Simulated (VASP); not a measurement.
## CdTe: single point with PBE

**What was measured.**

From a printed reference work, data compilation, for a bulk crystal of CdTe at 0 K: band gap 1.607 eV.

Crystal: CdTe.

```
Cd Te
1.0
     0.00000    6.61737   -6.61737
     6.61737    6.61737    0.00000
     6.61737    0.00000   -6.61737
Cd Te
8 8
Direct
  0.50000 0.00000 0.50000
  0.50000 0.50000 0.50000
  0.00000 0.00000 0.50000
  0.00000 0.50000 0.50000
  0.50000 0.00000 0.00000
  0.50000 0.50000 0.00000
  0.00000 0.00000 0.00000
  0.00000 0.50000 0.00000
  0.37500 0.37500 0.37500
  0.37500 0.87500 0.37500
  0.87500 0.37500 0.37500
  0.87500 0.87500 0.37500
  0.37500 0.37500 0.87500
  0.37500 0.87500 0.87500
  0.87500 0.37500 0.87500
  0.87500 0.87500 0.87500
```

```
Program             : VASP 6.6.1
Task                : single point
Functional          : PBE
Potentials or basis : VASP PAW PBE potentials, release 64 (Cd, Te)
Cutoff              : 500 eV
k mesh              : 3 × 3 × 3
Occupations         : gaussian, width 0.01 eV
Spin                : no spin polarisation
```

| Quantity | Value |
| --- | --- |
| Pressure | 0.1 GPa |
| Band gap on the k mesh | 0.58 eV |

Levels at points of the mesh, in eV from the valence-band top:
| k point | band 68 | band 69 | band 70 | band 71 | band 72 | band 73 | band 74 | band 75 | band 76 | band 77 |
| --- | --- | --- | --- | --- | --- | --- | --- | --- | --- | --- |
| (0.00, 0.00, 0.00) | -0.69 | -0.69 | 0.00 | 0.00 | 0.00 | 0.58 | 1.75 | 1.75 | 1.75 | 1.75 |

Run time: 3.4 min on 1 thread of Oxide Virtual Turin-like Processor, with other jobs on the host, peak memory 0.67 GiB.

A measured gap of CdTe is 1.607 eV (0 K; a printed reference work, data compilation); the calculated 0.58 eV misses it by -1.02 eV. So large a miss can be the level of theory's own, or it may mean another phase, state or a wrong row. Spin-orbit coupling on Cd, Te is left out. The value is that of PBE, without temperature or zero-point motion. Semilocal functionals fall short of measured gaps as a rule.

Caveat: semilocal functionals underestimate gaps, and a narrow one can read as zero; spin-orbit coupling is left out, which moves the levels of the heavy elements.
